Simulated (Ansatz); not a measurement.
**Be: all-electron results**

```
Be
1.0
    -1.25024    1.25024    1.25024
     1.25024   -1.25024    1.25024
     1.25024    1.25024   -1.25024
Be
1
Direct
  0.00000 0.00000 0.00000
```

The cell was built from the bcc type and relaxed in the same program, and has space group Im-3m; it needn't be a known or the stable phase.

Theory: DFT, PBE, all-electron LAPW, scalar-relativistic (Ansatz 0.2.0).

The runs use a Γ-centred 20×20×20 k mesh, Fermi–Dirac smearing of 0.05 eV, basis error target 1 meV/atom, no spin polarisation.

```json
{
 "Volume per atom": "7.82 Å³",
 "Pressure at this cell": "-0.04 GPa"
}
```

Q: Density of states at the Fermi level (0.2 eV bin): what does the calculation give?

A: 0.11 states/eV per cell.

Q: Give the computed value. Band gap.

A: none: bands cross the Fermi level, a metal.
